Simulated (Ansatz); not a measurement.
Non-collinear states of CoSi (Pm-3m)

Geometry: a structure from the Materials Project, repeated to hold the magnetic orders; nothing is relaxed.

Functional, mesh and filling: PBE, 9×13×9 k mesh, Fermi–Dirac smearing of 0.03 eV. PAW means Ansatz 0.2.0 on its default frozen-core files. Site moments are integrated in spheres about the atoms.

Input of the first run:

```yaml
crystal:
  lattice:
    - [0.0, 2.781334, 2.781334]
    - [2.781334, 0.0, 0.0]
    - [0.0, 2.781334, -2.781334]
  atoms:
    - { symbol: Co, position: [0.0, 0.0, 0.0], spin: 0.6, spin_axis: [0.0, 0.0, 1.0] }
    - { symbol: Co, position: [0.5, 0.0, 0.5], spin: 0.6, spin_axis: [0.0, 0.0, 1.0] }
    - { symbol: Si, position: [0.5, 0.5, 0.0] }
    - { symbol: Si, position: [0.0, 0.5, 0.5] }
magnetization:
  noncollinear: true
kpoints:
  mp_grid: { grid: [9, 13, 9] }
scf:
  occupations: { method: fermi_dirac, width: 0.03 }
  lower_state_search: "off"
hamiltonian:
  xc: pbe
  pseudopotentials: { kind: paw }
output:
  eigenvalues: false
```

Command: `ansatz run input.yaml --threads 2 --pin off --max-ram 6144MiB --backend cpu --events-out ev --progress --plain --runs-dir out`

The input for «Co2 tilted by 90° from z and held» by PAW differs from it in these lines, output keys apart:

```diff
-    - { symbol: Co, position: [0.5, 0.0, 0.5], spin: 0.6, spin_axis: [0.0, 0.0, 1.0] }
+    - { symbol: Co, position: [0.5, 0.0, 0.5], spin: 0.6, spin_axis: [1.0, 0.0, 0.0] }
+  spin_locking: { lock_directions: true }
+  max_iter: 150
```

The runs use spinors without spin–orbit coupling. In the held states a penalty keeps the direction of every atom that starts with a moment, the untilted ones along z, with sizes free, and the energy is taken at the target. Energies count from the run that starts parallel.

| state | ΔF PAW (meV/atom) | largest moment, PAW (μB) | size of M, PAW (μB/cell) | directions kept |
| --- | --- | --- | --- | --- |
| parallel moments on spinors | 0.0 | 0.59 | ? | yes |
| Co2 tilted by 30° from z and held | ? | 0.58 | 1.12 | yes |
| Co2 tilted by 60° from z and held | +6.9 | 0.51 | 0.89 | yes |
| Co2 tilted by 90° from z and held | +10.3 | 0.17 | 0.24 | yes |
| start Co1↑ Co2↓ on spinors | +10.5 | 0.00 | 0.00 | no |

**Question.** Fill in "size of M, PAW (μB/cell)" for the row "parallel moments on spinors".

**Answer.** 1.17.

**Question.** What belongs in the row "Co2 tilted by 30° from z and held", column "ΔF PAW (meV/atom)"?

**Answer.** +1.9.

For the state «Co2 tilted by 30° from z and held», by PAW: Site moments (μB): Co1 (0.00, 0.00, 0.58); Co2 (0.29, 0.00, 0.50); Si3 (0.00, 0.00, 0.01); Si4 (0.00, 0.00, 0.01). Cell moment 1.12 μB.

The Ansatz runs typed with the search for lower states off end where their start leads. None of this fixes the real material's magnetic order: only patterns that fit the cell were computed, at zero temperature, with a functional that can overstate moments. Left out because they lost a held moment or its direction: PAW, Co2 tilted by 120° from z and held; PAW, Co2 tilted by 150° from z and held.
